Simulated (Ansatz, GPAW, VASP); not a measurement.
# Al: programs and potentials compared

```xyz
1
Lattice="0.0000 2.0248 2.0248 2.0248 0.0000 2.0248 2.0248 2.0248 0.0000" Properties=species:S:1:pos:R:3 pbc="T T T"
Al    0.0000    0.0000    0.0000
```

Alike in all runs: task single point; functional PBE; k mesh 11 × 11 × 11; occupations gaussian, width 0.02 eV; no spin polarisation; no spin-orbit coupling. Pressure is positive in compression and, in plane waves, holds the error of the finite cutoff.

```json
{"program and potentials": "Ansatz, all-electron LAPW, scalar-relativistic", "plane-wave cutoff (eV)": "-", "notes": "-", "pressure (GPa)": "-0.50"}
{"program and potentials": "VASP, PBE PAW files Al, 520 eV", "plane-wave cutoff (eV)": "520", "notes": "-", "pressure (GPa)": "-0.53"}
{"program and potentials": "GPAW, GPAW PAW data sets (gpaw-data 1.2.1)", "plane-wave cutoff (eV)": "600", "notes": "-", "pressure (GPa)": "-0.37"}
```

The pressure spans -0.53 (VASP, PBE PAW files Al, 520 eV) to -0.37 GPa (GPAW, GPAW PAW data sets (gpaw-data 1.2.1)), with all-electron results at -0.50.

Differences between rows come from potentials, basis sets and numerical settings, since the functional is the same but for its coding. Runs on potential files found faulty are left out.
